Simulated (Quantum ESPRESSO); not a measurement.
The system is Bi.

```
Bi
1.0
     3.23838    0.00000    0.00000
     0.00000    3.22164    0.00000
    -0.08045    0.00000    6.44389
Bi
2
Direct
  0.54425 0.00000 0.74958
  0.45575 0.00000 0.25042
```

This isn't the form of Bi at room conditions, which is rhombohedral.

| Quantity | Value |
| --- | --- |
| Program | Quantum ESPRESSO 7.5 |
| Task | relaxation of cell and atoms |
| Functional | PBEsol |
| Potentials or basis | PseudoDojo 0.4.1 SR PBEsol standard |
| Cutoff | 898 eV |
| Density cutoff | 3592 eV |
| k mesh | 7 × 7 × 3 |
| Occupations | fermi-dirac, width 0.05 eV |
| Spin | no spin polarisation |

At the start: pressure -0.5 GPa; volume 33.61 Å³/atom.

Question: How do energy, volume and symmetry change on relaxing?

Answer: Over 22 steps the energy falls by 11.9 meV/atom and the volume is 33.38 Å³/atom (-0.7 %); space group P4/mmm (No. 123, to 0.05 Å).

Step by step:
```
step  energy change (eV)  largest force (eV/Å)  pressure (GPa)  volume (Å³)
   1              0.0000                0.0559           -0.46        67.23
   2             -0.0085                0.0521           -0.38        67.09
   3             -0.0185                0.0392           -0.01        66.64
   4             -0.0186                0.0395           -0.03        66.66
   5             -0.0187                0.0388           -0.03        66.65
   6             -0.0191                0.0352            0.02        66.60
   7             -0.0195                0.0369            0.08        66.54
   8             -0.0198                0.0424            0.14        66.49
   9             -0.0200                0.0444            0.14        66.51
  10             -0.0203                0.0429            0.07        66.60
  11             -0.0206                0.0375           -0.03        66.74
  12             -0.0210                0.0286           -0.16        66.91
  13             -0.0214                0.0211           -0.25        67.03
  14             -0.0218                0.0235           -0.26        67.06
  15             -0.0223                0.0375           -0.19        66.97
  16             -0.0226                0.0469           -0.06        66.83
  17             -0.0228                0.0490            0.07        66.68
  18             -0.0230                0.0436            0.13        66.61
  19             -0.0232                0.0313            0.16        66.58
  20             -0.0235                0.0138            0.13        66.62
  21             -0.0237                0.0014            0.06        66.70
  22             -0.0237                0.0014            0.01        66.76
```

Final structure:
```cif
data_structure
_symmetry_space_group_name_H-M 'P 1'
_symmetry_Int_Tables_number 1
_cell_length_a 3.2471
_cell_length_b 3.2481
_cell_length_c 6.3294
_cell_angle_alpha 90.000
_cell_angle_beta 89.978
_cell_angle_gamma 90.000
_cell_volume 66.76
loop_
_atom_site_label
_atom_site_type_symbol
_atom_site_fract_x
_atom_site_fract_y
_atom_site_fract_z
_atom_site_occupancy
Bi1 Bi 0.49905 0.00000 0.75003 1
Bi2 Bi 0.50095 0.00000 0.24997 1
```

Caveat: the k mesh is coarse.
